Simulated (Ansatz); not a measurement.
# A film clamped to a substrate in Al

All numbers below come from DFT PBE+D3(BJ), scalar-relativistic, plane waves, PAW in Ansatz. The runs took a 420 eV cutoff, a Γ-centred 26×26×26 mesh and Gaussian smearing (0.15 eV). No spin polarisation. Energies are free energies at this smearing, counted from the undisturbed cell; pressure is positive in compression.

The undisturbed cell (relaxed at this level):

```
CELL_PARAMETERS angstrom
0.00000 1.99136 1.99136
1.99136 0.00000 1.99136
1.99136 1.99136 0.00000
ATOMIC_POSITIONS crystal
Al 0.00000 0.00000 0.00000
```

The cell (1 atom, V0 = 15.79 Å³) is strained by p along both x and y and by q along z, fractional coordinates fixed. τp = (1/V0) ∂E/∂p = (σxx + σyy)(1 + p)(1 + q) and τq = (1/V0) ∂E/∂q = σzz(1 + p)², with tension positive.

```
     p q  ΔE (meV/atom)  τp (GPa)  τq (GPa)
 0.000   0.000           0.00     -0.04     -0.02
-0.040   0.000          35.82    -19.45     -5.27
 0.040   0.000          27.42     13.00      4.62
 0.000  -0.040          11.98     -5.65     -6.25
 0.000   0.040           9.81      4.39      4.77
```

Task: Get the second derivatives of the energy density.

Result: Central differences give A = ∂τp/∂p = 406 GPa (C11 + C22 + 2 C12), C = ∂τq/∂q = 138 GPa (C33) and the cross term B = ∂τq/∂p = 124 GPa (C13 + C23); ∂τp/∂q = 126 GPa must equal B, and any difference shows higher-order terms. Steps this large leave an error of some per cent of A or C in all of these, which can swamp a small B. The ions are clamped. In a cubic crystal C11 = C = 138, C12 = B/2 = 62 GPa and A should be 2(C11 + C12) = 399 GPa; the bulk modulus is (C11 + 2 C12)/3 = 87 GPa.

Task: A film of this crystal grows with z along the normal on a substrate that imposes p. How does its thickness respond, and what does the misfit cost?

Result: Count p and q from the stress-free cell. A free surface needs τq = 0, so q = −(B/C) p = -0.90 p. The energy density left is (A − B²/C) p²/2 = M p², with the biaxial modulus M = 147 GPa; a misfit of 1 % costs 1.45 meV/atom, against 2.00 meV/atom if the thickness were held.

In a metal these slopes depend on the k mesh and the smearing.

Stretching the film in its plane thins it, but with q = −0.90 p the thickness only partly offsets the change in area, so the volume still follows the misfit. The coupling is natural in a nearly free-electron metal: much of the cohesive energy depends on the mean electron density, which a free surface lets the film partly restore. This lowers the cost of a 1 % misfit from 2.00 to 1.45 meV/atom. What remains reflects both the residual volume change and the tetragonal distortion. For either strain, compression costs more than equal extension, as expected from the rising electronic kinetic energy and short-range repulsion.

The cell is smaller than that of real aluminium, and C11 and the bulk modulus are too high, while C12 is about right. Overbinding by the pairwise dispersion term, which lacks proper metallic screening, is the probable main cause. The biaxial modulus and misfit energy are therefore probably too large, and the thickness response too weak. The results apply to a cube-face film; other orientations also need the shear constant C44.
